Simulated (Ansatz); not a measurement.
A computed series for InN: pressure series

Start from InN in the wurtzite structure (space group P6_3mc, No. 186).

```xyz
4
Lattice="3.5805 0.0000 0.0000 -1.7903 3.1008 0.0000 0.0000 0.0000 5.7878" Properties=species:S:1:pos:R:3 pbc="T T T"
In     1.7903     1.0336     2.9053
In     0.0000     2.0672     0.0114
N      1.7903     1.0336     0.7132
N      0.0000     2.0672     3.6071
```

Cell and atoms are relaxed at each pressure.

Level of theory: PBE in Ansatz (plane waves to 420 eV, PAW, no spin-orbit coupling).

```csv
pressure (GPa),volume per atom (Å³/atom)
-2,16.343
-1,16.200
0,16.065
0.9,?
2.1,15.801
4.5,15.526
9,15.073
22.5,14.034
30,13.588
```

Task: Fit the third-order Birch–Murnaghan form P(V) = (3B₀/2)[(V₀/V)^(7/3) − (V₀/V)^(5/3)]·[1 + (3/4)(B₀′ − 4)((V₀/V)^(2/3) − 1)] (squares taken in P) to the rows shown and predict the withheld row.

Result: Least squares on the printed values gives V₀ = 16.065 Å³/atom, B₀ = 122 GPa, B₀′ = 4.6; this predicts 15.949 Å³/atom, and the run gives 15.949 Å³/atom, in agreement.

The mesh was chosen for an insulator and is coarse for the gapless case. Load acts through the strain it causes; cell and atoms are relaxed under it. No phonon test of stability was made. Tetrahedral semiconductors of this kind turn to denser phases somewhere between about 1 and 50 GPa; those were not computed, so compressed cells here can lie past the real transition. All final runs are without spin polarisation.

Ansatz is a quantum-chemistry and plane-wave program.
